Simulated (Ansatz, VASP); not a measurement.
One calculation of SiGe, two programs

```
Si Ge
1.0
     4.20594    0.00000    0.00000
    -2.10297    3.64245    0.00000
     0.00000    0.00000    5.55912
Si Ge
2 2
Direct
  0.66667 0.33333 0.87461
  0.33333 0.66667 0.37461
  0.66667 0.33333 0.50039
  0.33333 0.66667 0.00039
```

Alike in both runs: task single point; functional PBEsol; k mesh 12 × 12 × 6; occupations gaussian, width 0.03 eV; no spin polarisation.

```csv
,VASP,Ansatz
version,VASP 6.6.1,Ansatz 0.2.0
potentials or method,"VASP PAW PBE potentials, release 64 (Si, Ge_d)","scalar-relativistic, plane waves, PAW"
plane-wave cutoff (eV),520,420
valence electrons in the cell,36,36
```

```csv
,VASP,Ansatz,Ansatz less VASP
gap on the k mesh at the Fermi level (eV),none,none,-
pressure (GPa),7.5,7.7,+0.12
largest component of the traceless stress (GPa),38.28,38.36,+0.081
rms of the force components (eV/Å),2.538,2.549,+0.0105
```

Atom by atom the forces differ by 0.010 eV/Å (rms over components). A gap of «none» marks a metal or a gap that the smearing closes. With one functional, cell and mesh, what is left measures potentials, basis and numerics.

Caveats: the PAW data sets were made with another functional, which shifts forces and pressure a little (VASP).
